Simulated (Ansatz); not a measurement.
**GaN: stress in a strained cell**

GaN is deformed so: zz strain of -3 %. What stress and forces result, by LAPW, PAW and all-electron datasets made for the crystal?

Computed with Ansatz 0.2.0 (DFT PBEsol, scalar-relativistic, unless a step's input says otherwise).

## Step 1: The structure to begin with

The structure is cubic, space group Fm-3m (No. 225). Conventional cell: a = 3.985 Å, b = 3.985 Å, c = 3.985 Å, α = 90.00°, β = 90.00°, γ = 90.00°. Around Ga (site symmetry m-3m) lie 6 N at 1.99 Å. N (site symmetry m-3m) is surrounded by 6 Ga at 1.99 Å.

Coordinates:

```
Ga N
1.0
     0.00000    1.99250    1.99250
     1.99250    0.00000    1.99250
     1.99250    1.99250    0.00000
Ga N
1 1
Direct
  0.50000 0.50000 0.50000
  0.00000 0.00000 0.00000
```

Atoms are numbered in the order of the input: Ga1, N2.

## Step 2: After the deformation

Space group Fm-3m before, I4/mmm after.

## Step 3: Full-potential LAPW

Input file input.yaml:

```yaml
crystal:
  lattice:
    - [0.0, 1.9925, 1.932725]
    - [1.9925, 0.0, 1.932725]
    - [1.9925, 1.9925, 0.0]
  atoms:
    - { symbol: Ga, position: [0.5, 0.5, 0.5] }
    - { symbol: "N", position: [0.0, 0.0, 0.0] }
kpoints:
  mp_grid: { grid: [13, 13, 13] }
  band_path:
    path:
      - [0.0, 0.0, 0.0]
      - [0.0, 0.5, 0.5]
      - [0.25, 0.75, 0.5]
      - [0.0, 0.5, 0.0]
      - [0.0, 0.0, 0.0]
      - [0.5, 0.5, 0.0]
      - [0.3828515251, 0.6171484749, 0.0]
      - [-0.3828515251, 0.3828515251, 0.0]
      - [0.0, 0.0, 0.0]
    npoints: 5
scf:
  occupations: { method: fermi_dirac, width: 0.02 }
hamiltonian:
  xc: pbesol
  pseudopotentials: { kind: all_electron, lapw: { basis_error: 0.001 } }
output:
  forces: true
  stress: true
  eigenvalues: true
```

On the command line:

```
ansatz run input.yaml --threads 1 --pin off --max-ram 3072MiB --backend cpu --events-out ev --progress --plain --runs-dir out
```

What it wrote, cut to the lines that bear on the results:

```text
LAPW: plane waves up to 10.626 Å⁻¹, error target 1.0e-3 eV per atom; small_component_spin mean_spin; N in spheres of 0.847 Å, 7 of its electrons in bands, Dirac shells []; Ga in spheres of 1.085 Å, 21 of its electrons in bands, Dirac shells []
[...]
Pseudopotentials: kind: all_electron
Pseudopotential: Ga, LAPW, valence charge 21, Koelling and Harmon's equation, gaussian nucleus
Pseudopotential: N, LAPW, valence charge 7, Koelling and Harmon's equation, gaussian nucleus
Functional definition: PBEsol
[...]
Crystal: 2 atoms, lattice volume = 15.346 Å³
Basis set: ecut = 430.21760730978946 eV, 323 PW (Γ), exchange–correlation at level 2
Bands: 18, of which v1, the nominal top of the filled ones, is band 14 counted from 1 (13 counted from 0)
Symmetry: 16 space group operations
Space group: I4/mmm (ITA 139), of the structure as read, at distance tolerance 2.5e-5 Å
k-points: 196 of 2197
[...]
SCF iter   1: F=—  HF=-54346.321426 eV  |F-HF|=—  |Δ(HF+E_count)|=         —  Δρ=1.66e-1  dr2=4.27e0  ethr=1.53e-2  ⟨swp⟩=2.0  Hψ=22849  notcnv=0
[...]
the basis was enlarged: its passes take 105.0 KiB over the memory plan, 1 of 1 planned eigensolver slots
[...]
SCF iter   7: F=-54344.291290 eV  HF=-54344.291290 eV  |F-HF|=8.37e-10  |Δ(HF+E_count)|=   5.32e-7  Δρ=5.89e-6  dr2=2.39e-9  ethr=2.42e-9  ⟨swp⟩=2.6  Hψ=9948  notcnv=0
[...]
NSCF: frozen V_eff on 41 k-points
SCF converged after 7 iterations
Free energy (F): -54344.291290 eV
[...]
E sigma→0 (E₀):  -54344.291290 eV
Fermi energy:    20.687269 eV
[...]
--- Forces (eV/Å), atoms counted from 1 ---
  atom   1  Ga     0.00000000     0.00000000     0.00000000
  atom   2  N     -0.00000000    -0.00000000     0.00000000
[...]
--- Stress (GPa, compression-positive) ---
       68.660159       0.000000       0.000000
        0.000000      68.660159       0.000000
        0.000000       0.000000      86.817521
  P = ⅓ Tr σ = 74.7126 GPa (747.126 kbar)
--- Band table (eV; the first three rows and the last of 196) ---
  k-point 0: bands = ["-353.5526", "-122.6016", "-73.5361", "-73.5361", "-73.5066", "0.1095", "5.5769", "5.5769", "5.6201", "5.7302", "5.7808", "18.7377", "19.0314", "19.0314", "24.6179", "35.3786", "35.3786", "35.6146"]
[...]
```

Run time: 16 s. Hardware: 1 thread of Intel Xeon 6975P-C (Granite Rapids), shared host; peak memory 0.57 GiB.

Read from it: pressure 74.71 GPa; gap 1.65 eV.

## Step 4: Frozen-core PAW

Input file input.yaml:

```yaml
crystal:
  lattice:
    - [0.0, 1.9925, 1.932725]
    - [1.9925, 0.0, 1.932725]
    - [1.9925, 1.9925, 0.0]
  atoms:
    - { symbol: Ga, position: [0.5, 0.5, 0.5] }
    - { symbol: "N", position: [0.0, 0.0, 0.0] }
kpoints:
  mp_grid: { grid: [13, 13, 13] }
scf:
  occupations: { method: fermi_dirac, width: 0.02 }
hamiltonian:
  xc: pbesol
  pseudopotentials: { kind: paw }
output:
  forces: true
  stress: true
  eigenvalues: true
  efg: { contact_densities: true }
  write_density: true
  write_potential: true
  elf: true
  volumetric_format: npy
```

On the command line:

```
ansatz run input.yaml --threads 1 --pin off --max-ram 3072MiB --backend cpu --events-out ev --progress --plain --runs-dir out
```

What it wrote, cut to the lines that bear on the results:

```text
[...]
Pseudopotentials: kind: paw
Pseudopotential: Ga, paw, valence charge 13, recommended cutoff 420 eV (normal)
Pseudopotential: N, paw, valence charge 5, recommended cutoff 420 eV (normal)
[... 1 set-up line as earlier in the session ...]
[...]
Crystal: 2 atoms, lattice volume = 15.346 Å³
Basis set: ecut = 420 eV, 315 PW (Γ), exchange–correlation on 40×40×40 points (8 copies of the dense FFT grid, shifted against one another)
Bands: 13, of which v1, the nominal top of the filled ones, is band 9 counted from 1 (8 counted from 0)
[... 2 set-up lines as earlier in the session ...]
k-points: 196 of 2197
[...]
SCF iter   1: F=—  HF=-4121.325753 eV  |F-HF|=—  |Δ(HF+E_count)|=         —  Δρ=1.68e-2  dr2=3.40e-2  ethr=1.77e-3  ⟨swp⟩=4.8  Hψ=13325  notcnv=0
[...]
Fermi energy:    18.062296 eV
[...]
--- Forces (eV/Å), atoms counted from 1 ---
  atom   1  Ga     0.00000000     0.00000000     0.00000000
  atom   2  N      0.00000000     0.00000000    -0.00000000
[...]
--- Stress (GPa, compression-positive) ---
       68.537819       0.000000       0.000000
        0.000000      68.537819       0.000000
        0.000000       0.000000      86.717593
  P = ⅓ Tr σ = 74.5977 GPa (745.977 kbar)
--- PAW observables at the nuclei: V_zz in 10²¹ V/m², potentials from the cell's mean, atoms counted from 1 ---
  atom   1  Ga V_zz =    -3.368489   η = 0.0000   by run symmetry: allowed
            electrostatic potential = -4142.462094 V   contact ρ = 187020.299021 e/Å³
  atom   2  N  V_zz =    +0.103317   η = 0.0000   by run symmetry: allowed
            electrostatic potential = -526.415657 V   contact ρ = 1403.528160 e/Å³
--- Band table (eV; the first three rows and the last of 196) ---
  k-point 0: bands = ["-2.5169", "2.9704", "2.9704", "3.0122", "3.1230", "3.1759", "16.1080", "16.4009", "16.4009", "21.9652", "32.7646", "32.7646", "32.9983"]
[...]
```

Run time: 2.6 s. Hardware: 1 thread of Intel Xeon 6975P-C (Granite Rapids), shared host; peak memory 0.44 GiB.

Result: pressure 74.60 GPa; gap on the k mesh 1.77 eV (an odd mesh misses the zone boundary); Vzz Ga1 -3.37 (η = 0.00), N2 0.10 (η = 0.00) (10²¹ V/m²).

The fields are shown in the conventional cell of this run's space group, carried over from its grid by interpolation.

Density in a lattice plane of the grid's cell (edges 2.82 and 3.87 Å, at 0.000 of the third edge), which holds Ga and N.

Ten even steps from '0' (0.13 e/Å³) to '9' (47.94 e/Å³):
```
000000000000000000
000000000000000000
000000000000000000
000000000000000000
000000000000000000
000000000000000000
000000000000000000
210000000000000001
752100000000000125
974100000000000147
752100000000000125
210000000000000001
000000000000000000
000000000000000000
000000000000000000
000000000000000000
000000000000000000
000000000000000000
000000000000000000
000000000000000000
```
Columns run along the first of these edges and rows up along the second, over one cell in 18 and 20 even steps from the bottom left corner. Atoms in the plane (fractional): Ga at (0.00, 0.50), N at (0.00, 0.00).

ELF in the same plane.

Values, 12 rows by 8 columns:
```
0.46 0.70 0.74 0.37 0.13 0.37 0.74 0.70
0.79 0.76 0.56 0.21 0.08 0.21 0.56 0.76
0.40 0.36 0.24 0.09 0.05 0.09 0.24 0.36
0.15 0.18 0.17 0.11 0.08 0.11 0.17 0.18
0.03 0.06 0.17 0.14 0.12 0.14 0.17 0.06
0.35 0.03 0.15 0.16 0.15 0.16 0.15 0.03
0.03 0.06 0.17 0.14 0.12 0.14 0.17 0.06
0.15 0.18 0.17 0.11 0.08 0.11 0.17 0.18
0.40 0.36 0.24 0.09 0.05 0.09 0.24 0.36
0.79 0.76 0.56 0.21 0.08 0.21 0.56 0.76
0.46 0.70 0.74 0.37 0.13 0.37 0.74 0.70
0.00 0.51 0.77 0.43 0.12 0.43 0.77 0.51
```
Columns run along the first of these edges and rows up along the second, over one cell in 8 and 12 even steps from the bottom left corner. Atoms in the plane (fractional): Ga at (0.00, 0.50), N at (0.00, 0.00).

Both are smooth fields of the valence electrons: close to the nuclei they are not physical.

Maxima of ELF outside the ion cores: 0.81 in the shell around N, 0.6 Å from N.

## Step 5: All-electron PAW on datasets made for the crystal

Edit input.yaml of step 4 so:

```diff
@@ -14,3 +14,3 @@
   xc: pbesol
-  pseudopotentials: { kind: paw }
+  pseudopotentials: { kind: all_electron, datasets: crystal }
 output:
@@ -20,5 +20 @@
   efg: { contact_densities: true }
-  write_density: true
-  write_potential: true
-  elf: true
-  volumetric_format: npy
```

On the command line:

```
ansatz run input.yaml --threads 1 --pin off --max-ram 3072MiB --backend cpu --events-out ev --progress --plain --runs-dir out
```

What it wrote, cut to the lines that bear on the results:

```text
[...]
[... 1 set-up line as earlier in the session ...]
Pseudopotential: Ga, paw, valence charge 21, recommended cutoff 500 eV (normal), Koelling and Harmon's equation, gaussian nucleus
Pseudopotential: N, paw, valence charge 5, recommended cutoff 500 eV (normal), Koelling and Harmon's equation, gaussian nucleus
[... 1 set-up line as earlier in the session ...]
[...]
Crystal: 2 atoms, lattice volume = 15.346 Å³
Basis set: ecut = 500 eV, 387 PW (Γ), exchange–correlation on 48×48×48 points (8 copies of the dense FFT grid, shifted against one another)
Bands: 13, of which v1, the nominal top of the filled ones, is band 9 counted from 1 (8 counted from 0)
[... 2 set-up lines as earlier in the session ...]
k-points: 196 of 2197
[...]
  atom   1  Ga     0.00000000     0.00000000    -0.00000000
  atom   2  N      0.00000000     0.00000000     0.00000000
[...]
--- Stress (GPa, compression-positive) ---
       68.658940       0.000000       0.000000
        0.000000      68.658940       0.000000
        0.000000       0.000000      86.813034
  P = ⅓ Tr σ = 74.7103 GPa (747.103 kbar)
  It holds what live shells' own plane waves past their cutoff add
--- PAW observables at the nuclei: V_zz in 10²¹ V/m², potentials from the cell's mean, atoms counted from 1 ---
  atom   1  Ga V_zz =    -3.355924   η = 0.0000   by run symmetry: allowed
            electrostatic potential = -4140.538785 V   contact ρ = 187088.190019 e/Å³
  atom   2  N  V_zz =    +0.088622   η = 0.0000   by run symmetry: allowed
            electrostatic potential = -525.588837 V   contact ρ = 1403.766472 e/Å³
--- Band table (eV; the first three rows and the last of 196) ---
  k-point 0: bands = ["0.1095", "5.5768", "5.5768", "5.6205", "5.7304", "5.7803", "18.7376", "19.0314", "19.0314", "24.6180", "35.3786"]
[...]
```

Run time: 12 s. Hardware: 1 thread of Intel Xeon 6975P-C (Granite Rapids), shared host; peak memory 0.73 GiB.

This run gives: pressure 74.71 GPa; gap on the k mesh 1.77 eV (an odd mesh misses the zone boundary); Vzz Ga1 -3.36 (η = 0.00), N2 0.09 (η = 0.00) (10²¹ V/m²).

## Step 6: Side by side

Stress (GPa, compression positive):

| method | xx | yy | zz | yz | xz | xy |
| --- | --- | --- | --- | --- | --- | --- |
| LAPW | 68.66 | 68.66 | 86.82 | 0.00 | 0.00 | 0.00 |
| PAW | 68.54 | 68.54 | 86.72 | 0.00 | 0.00 | 0.00 |
| crystal datasets | 68.66 | 68.66 | 86.81 | 0.00 | 0.00 | 0.00 |

```
          method  pressure (GPa)  gap on the k mesh (eV)  Vzz Ga1 (10²¹ V/m²)  Vzz N2 (10²¹ V/m²)  SCF cycles, all passes
            LAPW           74.71                    1.77                    –                   –                       7
             PAW           74.60                    1.77                -3.37                0.10                       6
crystal datasets           74.71                    1.77                -3.36                0.09                       8
```

## Step 7: Outcome

```
                                 quantity                                              value
                                 pressure  LAPW 74.71, PAW 74.60, crystal datasets 74.71 GPa
largest shear or deviatoric stress (LAPW)                                          12.10 GPa
```

**Reading.** The largest part of the stress beyond the pressure is 12.10 GPa in size, in the zz component; the atoms are carried along and not relaxed. No run of the undeformed cell stands beside it, so the pressure holds what the given cell had before the change. PAW: stress within 0.12 GPa of LAPW. Crystal datasets: stress within 0.01 GPa of LAPW.
